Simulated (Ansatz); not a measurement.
# WSe2: freezing in a mode

The task, for WSe2: trace the energy along mode 6.

Method: DFT r2SCAN, scalar-relativistic, plane waves, PAW, in Ansatz 0.2.0.

### 1 The structure to begin with

It takes space group P-6m2 (No. 187, hexagonal). Conventional cell: a = 3.318 Å, b = 3.318 Å, c = 16.658 Å, α = 90.00°, β = 90.00°, γ = 120.00°. Around W (site symmetry -6m2) lie 6 Se at 2.54 Å. Se (site symmetry 3m) is surrounded by 3 W at 2.54 Å.

As a file:

```
W Se
1.0
     3.31794    0.00000    0.00000
    -1.65897    2.87342    0.00000
     0.00000    0.00000   16.65814
W Se
1 2
Direct
  0.00000 0.00000 0.00000
  0.33333 0.66667 0.09979
  0.33333 0.66667 0.90021
```

It goes back to an entry of the Materials Project, which need not be the stable form.

The cell is taken as given, not relaxed at this level.

### 2 Zero of energy

Reference values: F = -21355.3432 eV; pressure -0.16 GPa; largest force 0.047 eV/Å; gap on the mesh 1.64 eV. It was computed beforehand with the settings of the runs below.

### 3 The scan: freezing in a mode

Mode 6 of the phonon run on this cell, counted from the lowest, is frozen in: each atom moves by x times its row below, so x is the largest displacement.

```
atom     ux      uy     uz
  W1  0.000  -0.859  0.000
 Se2  0.000   1.000  0.000
 Se3  0.000   1.000  0.000
```

### 4 x = -0.120 Å

input.yaml reads:

```yaml
crystal:
  lattice:
    - [3.3179375931, 0.0, 0.0]
    - [-1.6589687966, 2.8734182438, 0.0]
    - [0.0, 0.0, 16.65814242]
  atoms:
    - { symbol: W, position: [0.0179394873, 0.0358789746, 0.0] }
    - { symbol: Se, position: [0.3124522799, 0.6249045597, 0.09978652] }
    - { symbol: Se, position: [0.3124522799, 0.6249045597, 0.90021348] }
basis:
  ecutwfc: 500
kpoints:
  mp_grid: { grid: [12, 12, 2] }
hamiltonian:
  xc: r2scan
scf:
  occupations: { method: gaussian, width: 0.05 }
output:
  forces: true
  stress: true
  eigenvalues: true
```

Command:

```console
$ ansatz run input.yaml --threads 2 --pin off --max-ram 5120MiB --backend cpu --events-out ev --progress --plain --runs-dir out
```

### 5 Point x = 0.090 Å

input.yaml reads:

```yaml
crystal:
  lattice:
    - [3.3179375931, 0.0, 0.0]
    - [-1.6589687966, 2.8734182438, 0.0]
    - [0.0, 0.0, 16.65814242]
  atoms:
    - { symbol: W, position: [-0.0134546155, -0.026909231, 0.0] }
    - { symbol: Se, position: [0.3489941234, 0.6979882469, 0.09978652] }
    - { symbol: Se, position: [0.3489941234, 0.6979882469, 0.90021348] }
basis:
  ecutwfc: 500
kpoints:
  mp_grid: { grid: [12, 12, 2] }
hamiltonian:
  xc: r2scan
scf:
  occupations: { method: gaussian, width: 0.05 }
output:
  forces: true
  stress: true
  eigenvalues: true
```

### 6 At x = -0.060 Å

input.yaml reads:

```yaml
crystal:
  lattice:
    - [3.3179375931, 0.0, 0.0]
    - [-1.6589687966, 2.8734182438, 0.0]
    - [0.0, 0.0, 16.65814242]
  atoms:
    - { symbol: W, position: [0.0089697437, 0.0179394873, 0.0] }
    - { symbol: Se, position: [0.3228928066, 0.6457856132, 0.09978652] }
    - { symbol: Se, position: [0.3228928066, 0.6457856132, 0.90021348] }
basis:
  ecutwfc: 500
kpoints:
  mp_grid: { grid: [12, 12, 2] }
hamiltonian:
  xc: r2scan
scf:
  occupations: { method: gaussian, width: 0.05 }
output:
  forces: true
  stress: true
  eigenvalues: true
```

### 7 x = 0.030 Å

input.yaml reads:

```yaml
crystal:
  lattice:
    - [3.3179375931, 0.0, 0.0]
    - [-1.6589687966, 2.8734182438, 0.0]
    - [0.0, 0.0, 16.65814242]
  atoms:
    - { symbol: W, position: [-0.0044848718, -0.0089697437, 0.0] }
    - { symbol: Se, position: [0.3385535967, 0.6771071934, 0.09978652] }
    - { symbol: Se, position: [0.3385535967, 0.6771071934, 0.90021348] }
basis:
  ecutwfc: 500
kpoints:
  mp_grid: { grid: [12, 12, 2] }
hamiltonian:
  xc: r2scan
scf:
  occupations: { method: gaussian, width: 0.05 }
output:
  forces: true
  stress: true
  eigenvalues: true
```

### 8 Point x = 0.120 Å

input.yaml reads:

```yaml
crystal:
  lattice:
    - [3.3179375931, 0.0, 0.0]
    - [-1.6589687966, 2.8734182438, 0.0]
    - [0.0, 0.0, 16.65814242]
  atoms:
    - { symbol: W, position: [-0.0179394873, -0.0358789746, 0.0] }
    - { symbol: Se, position: [0.3542143868, 0.7084287736, 0.09978652] }
    - { symbol: Se, position: [0.3542143868, 0.7084287736, 0.90021348] }
basis:
  ecutwfc: 500
kpoints:
  mp_grid: { grid: [12, 12, 2] }
hamiltonian:
  xc: r2scan
scf:
  occupations: { method: gaussian, width: 0.05 }
output:
  forces: true
  stress: true
  eigenvalues: true
  write_density: true
  write_potential: true
  elf: true
  volumetric_format: npy
```

### 9 At x = -0.090 Å

input.yaml reads:

```yaml
crystal:
  lattice:
    - [3.3179375931, 0.0, 0.0]
    - [-1.6589687966, 2.8734182438, 0.0]
    - [0.0, 0.0, 16.65814242]
  atoms:
    - { symbol: W, position: [0.0134546155, 0.026909231, 0.0] }
    - { symbol: Se, position: [0.3176725432, 0.6353450865, 0.09978652] }
    - { symbol: Se, position: [0.3176725432, 0.6353450865, 0.90021348] }
basis:
  ecutwfc: 500
kpoints:
  mp_grid: { grid: [12, 12, 2] }
hamiltonian:
  xc: r2scan
scf:
  occupations: { method: gaussian, width: 0.05 }
output:
  forces: true
  stress: true
  eigenvalues: true
```

### 10 At x = 0.060 Å

input.yaml reads:

```yaml
crystal:
  lattice:
    - [3.3179375931, 0.0, 0.0]
    - [-1.6589687966, 2.8734182438, 0.0]
    - [0.0, 0.0, 16.65814242]
  atoms:
    - { symbol: W, position: [-0.0089697437, -0.0179394873, 0.0] }
    - { symbol: Se, position: [0.3437738601, 0.6875477201, 0.09978652] }
    - { symbol: Se, position: [0.3437738601, 0.6875477201, 0.90021348] }
basis:
  ecutwfc: 500
kpoints:
  mp_grid: { grid: [12, 12, 2] }
hamiltonian:
  xc: r2scan
scf:
  occupations: { method: gaussian, width: 0.05 }
output:
  forces: true
  stress: true
  eigenvalues: true
```

### 11 At x = -0.030 Å

input.yaml reads:

```yaml
crystal:
  lattice:
    - [3.3179375931, 0.0, 0.0]
    - [-1.6589687966, 2.8734182438, 0.0]
    - [0.0, 0.0, 16.65814242]
  atoms:
    - { symbol: W, position: [0.0044848718, 0.0089697437, 0.0] }
    - { symbol: Se, position: [0.32811307, 0.6562261399, 0.09978652] }
    - { symbol: Se, position: [0.32811307, 0.6562261399, 0.90021348] }
basis:
  ecutwfc: 500
kpoints:
  mp_grid: { grid: [12, 12, 2] }
hamiltonian:
  xc: r2scan
scf:
  occupations: { method: gaussian, width: 0.05 }
output:
  forces: true
  stress: true
  eigenvalues: true
```

### 12 At x = 0.105 Å

input.yaml reads:

```yaml
crystal:
  lattice:
    - [3.3179375931, 0.0, 0.0]
    - [-1.6589687966, 2.8734182438, 0.0]
    - [0.0, 0.0, 16.65814242]
  atoms:
    - { symbol: W, position: [-0.0156970514, -0.0313941028, 0.0] }
    - { symbol: Se, position: [0.3516042551, 0.7032085102, 0.09978652] }
    - { symbol: Se, position: [0.3516042551, 0.7032085102, 0.90021348] }
basis:
  ecutwfc: 500
kpoints:
  mp_grid: { grid: [12, 12, 2] }
hamiltonian:
  xc: r2scan
scf:
  occupations: { method: gaussian, width: 0.05 }
output:
  forces: true
  stress: true
  eigenvalues: true
```

(Steps that only read results are left out.)

What does the calculation give? Wanted: harmonic wavenumber of the mode.

The runs gave:

```
                                          quantity     value
                   harmonic wavenumber of the mode  246 cm⁻¹
the same from the force at an amplitude of 0.030 Å  246 cm⁻¹
```

**Reading.** The force at the smallest amplitude gives 246 cm⁻¹ against 246 cm⁻¹ from the phonon run, so the curve is close to a parabola there. No sampled point lies below the undisturbed cell. The gap on the mesh stays between 1.56 and 1.64 eV. Spin-orbit coupling is left out, which matters for the bands of W. The cell holds empty space of several Å, a single layer or slab in vacuum, so volume, pressure and the long edge depend on that space.
